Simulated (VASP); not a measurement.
Crystal: V.

```
V
1.0
    -1.51435    1.51435    1.51435
     1.51435   -1.51435    1.51435
     1.51435    1.51435   -1.51435
V
1
Direct
  0.00000 0.00000 0.00000
```

| Quantity | Value |
| --- | --- |
| Program | VASP 6.6.1 |
| Task | single point |
| Functional | PBE |
| Potentials or basis | VASP PAW PBE potentials, release 64 (V_sv) |
| Cutoff | 520 eV |
| k mesh | 12 × 12 × 12 |
| Occupations | fermi-dirac, width 0.05 eV |
| Spin | collinear spin, ferromagnetic start |
| Starting moments | [2.0] μB |

On this cell: pressure -5.2 GPa; net moment 0.00 μB per cell; band gap on the k mesh none (metal or under the smearing width).

The same run follows on a disturbed copy (cell strained at random at fixed volume):

```xyz
1
Lattice="-1.5170 1.5201 1.5776 1.4987 -1.4781 1.5172 1.5066 1.4677 -1.5355" Properties=species:S:1:pos:R:3 pbc="T T T"
V    -0.0105    0.0071    0.0249
```

Task: What does the disturbed cell give?

Result: The energy (extrapolated to zero smearing) moves by +3.9 meV/atom; pressure -5.1 GPa; net moment 0.00 μB per cell; band gap on the k mesh none (metal or under the smearing width).

Stress tensor (GPa, compression positive):
```
-4.35  0.02  0.34
 0.02 -3.95 -0.42
 0.34 -0.42 -7.08
```
